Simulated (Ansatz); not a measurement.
## Is this ZnS structure a true minimum?

The structure comes from a generated guess, relaxed at this level; another structure or a mixture of phases may lie lower.

Level of theory: Ansatz, DFT PBE, scalar-relativistic, plane waves, PAW. Settings: cutoff 420 eV, Γ-centred mesh 6×6×8 on the computed 6-atom cell, Gaussian smearing of 0.02 eV; no spin polarisation.

The cell below (6 atoms, space group P3_221 (No. 154)) is relaxed within its symmetry.

```
Zn S
1.0
     6.07651    0.00000    0.00000
    -3.03826    5.26241    0.00000
     0.00000    0.00000    3.70012
Zn S
3 3
Direct
  0.61479 0.00000 0.66667
  0.00000 0.61479 0.33333
  0.38521 0.38521 0.00000
  0.36742 0.00000 0.16667
  0.00000 0.36742 0.83333
  0.63258 0.63258 0.50000
```

For the test a repeat of it with 12 atoms (edges 3.70, 6.08, 10.52 Å) was strained at random (σ = 1.5 % a component), the atoms were moved at random (σ = 0.15 Å), and all was relaxed again on a coarse 4×2×2 mesh (in the run’s order of axes) with 0.10 eV smearing, with no symmetry imposed.

Question: Does it come back?

Answer: It returns, within 1 meV/atom of the unmoved cell on that mesh and with the same symmetry when read at 0.1 Å. So it is stable against the distortions that fit this cell and that this random move excites. Modes that don't fit the cell aren't tested.
